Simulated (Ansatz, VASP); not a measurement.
**Two plane-wave programs on Be**

```
CELL_PARAMETERS angstrom
-1.06998 1.06998 1.51220
1.06998 -1.06998 1.51220
1.06998 1.06998 -1.51220
ATOMIC_POSITIONS crystal
Be 0.50000 0.50000 0.00000
```

Alike in both runs: functional PBE; k mesh 34 × 34 × 34; occupations gaussian, width 0.1 eV; no spin polarisation.

Ansatz relaxed the structure, and its values are those at the end. VASP's run is a single point on that final structure, the one shown.

|  | VASP | Ansatz |
| --- | --- | --- |
| version | VASP 6.6.1 | Ansatz 0.2.0 |
| potentials or method | VASP PAW PBE potentials, release 64 (Be) | scalar-relativistic, plane waves, PAW |
| plane-wave cutoff (eV) | 520 | 420 |
| valence electrons in the cell | 2 | 2 |

Ansatz gave:

```
gap on the k mesh at the Fermi level (eV) : none
pressure (GPa)                            : 19.2
```

Task: Which values does VASP return?

Result: gap on the k mesh at the Fermi level (eV): none; pressure (GPa): 19.5.

A gap of «none» marks a metal or a gap that the smearing closes. The functional is the same, so the differences come from potentials, cutoffs and numerics.

Caveats: so large a pressure means that the cell lies far from this level's equilibrium, or that cutoff or potentials fall short (VASP).
